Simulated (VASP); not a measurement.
KF: relaxation of cell and atoms with PBE

KF:

```xyz
2
Lattice="0.0000 2.9764 2.9764 2.9764 0.0000 2.9764 2.9764 2.9764 0.0000" Properties=species:S:1:pos:R:3 pbc="T T T"
K     4.4645    4.4645    4.4645
F     2.9764    2.9764    2.9764
```

The cell was built by a generator and needn't be a form met in nature.

* Program: VASP 6.6.1
* Task: relaxation of cell and atoms
* Functional: PBE
* Potentials or basis: VASP PAW PBE potentials, release 54 (K_sv, F)
* Cutoff: 900 eV
* k mesh: 8 × 8 × 8
* Occupations: fermi-dirac, width 0.05 eV
* Spin: no spin polarisation
* Further INCAR settings: ALGO = Normal; EDIFF = 1e-07; IBRION = 2; EDIFFG = -0.02; NSW = 60; ISIF = 3

| Item | Value |
| --- | --- |
| Pressure after relaxing | 0.1 GPa |
| Band gap on the k mesh | 5.05 eV, indirect (least direct gap 5.23 eV) |

Final structure:
```cif
data_structure
_symmetry_space_group_name_H-M 'P 1'
_symmetry_Int_Tables_number 1
_cell_length_a 4.2092
_cell_length_b 4.2092
_cell_length_c 4.2092
_cell_angle_alpha 60.000
_cell_angle_beta 60.000
_cell_angle_gamma 60.000
_cell_volume 52.73
loop_
_atom_site_label
_atom_site_type_symbol
_atom_site_fract_x
_atom_site_fract_y
_atom_site_fract_z
_atom_site_occupancy
K1 K 0.75000 0.75000 0.75000 1
F1 F 0.50000 0.50000 0.50000 1
```

Levels at points of the mesh, in eV from the valence-band top:
```csv
k point,band 6,band 7,band 8,band 9,band 10,band 11
"(0.00, 0.00, 0.00)",-0.18,-0.18,-0.18,5.05,11.62,11.69
"(0.50, 0.00, 0.00)",-0.26,-0.10,-0.10,7.86,9.00,10.75
"(0.50, 0.50, 0.00)",-0.41,0.00,0.00,8.15,8.28,12.00
```

It took 56 s on 1 thread of Intel(R) Xeon(R) Platinum 8259CL CPU @ 2.50GHz (Skylake/Cascade Lake), with other jobs on the host, peak memory 0.27 GiB.

Caveat: the relaxation stopped at its first step, so nothing moved. Expect the measured gap to be larger: semilocal functionals such as PBE lack the derivative discontinuity.
